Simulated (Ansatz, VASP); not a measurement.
## SiGe in VASP and in Ansatz

INCAR

```
SYSTEM = SiGe
  PREC = Accurate
  ENCUT = 600
  EDIFF = 1E-6
  ISMEAR = 0
  SIGMA = 0.02
  LREAL = .FALSE.
  LASPH = .TRUE.
  NELM = 60
  ALGO = Normal
  ISIF = 4
  LWAVE = .FALSE.
  LCHARG = .FALSE.
  GGA = PS
  IBRION = 2
  NSW = 50
  EDIFFG = -0.01
```

Contents of KPOINTS:

```
Automatic mesh
0
G
  12 12 6
  0 0 0
```

The input POSCAR:

```
SiGe
1.0
    3.7779463734      0.0000000000      0.0000000000
   -1.8889731867      3.2717975335      0.0000000000
    0.0000000000      0.0000000000      6.2503820309
Si Ge
2 2
Direct
    0.6666666667      0.3333333333      0.8742794327
    0.3333333333      0.6666666667      0.3742794327
    0.6666666667      0.3333333333      0.5007195673
    0.3333333333      0.6666666667      0.0007195673
```

Input for Ansatz:

```yaml
crystal:
  lattice:
    - [3.7779463734, 0.0, 0.0]
    - [-1.8889731867, 3.2717975335, 0.0]
    - [0.0, 0.0, 6.2503820309]
  atoms:
    - { symbol: Si, position: [0.6666666667, 0.3333333333, 0.8742794327] }
    - { symbol: Si, position: [0.3333333333, 0.6666666667, 0.3742794327] }
    - { symbol: Ge, position: [0.6666666667, 0.3333333333, 0.5007195673] }
    - { symbol: Ge, position: [0.3333333333, 0.6666666667, 0.0007195673] }
basis:
  ecutwfc: 420
kpoints:
  mp_grid: { grid: [12, 12, 6] }
hamiltonian:
  xc: pbesol
scf:
  occupations: { method: gaussian, width: 0.02 }
output:
  forces: true
  stress: true
  eigenvalues: true
relax:
  adjacent_minimum: "off"
  f_tol: 0.01
  max_steps: 30
  cell: { stress_tol: 0.1, fix: [volume] }
```

Alike in both runs: task relaxation of shape and atoms at fixed volume; functional PBEsol; k mesh 12 × 12 × 6; occupations gaussian, width 0.02 eV; no spin polarisation.

|  | VASP | Ansatz |
| --- | --- | --- |
| version | VASP 6.6.1 | Ansatz 0.2.0 |
| potentials or method | VASP PAW PBE potentials, release 64 (Si, Ge_d) | scalar-relativistic, plane waves, PAW |
| plane-wave cutoff (eV) | 600 | 420 |
| valence electrons in the cell | 36 | 36 |

|  | VASP | Ansatz | Ansatz less VASP |
| --- | --- | --- | --- |
| gap on the k mesh at the Fermi level, each at its own relaxed structure (eV) | 0.17 | 0.18 | +0.002 |
| relaxed volume (Å³/atom) | 19.31 | 19.31 | 0.000 |
| relaxed cell length with the largest relative difference (Å) | 6.250 | 6.255 | +0.0046 |

Caveats: the PAW data sets were made with another functional, which shifts forces and pressure a little (VASP).
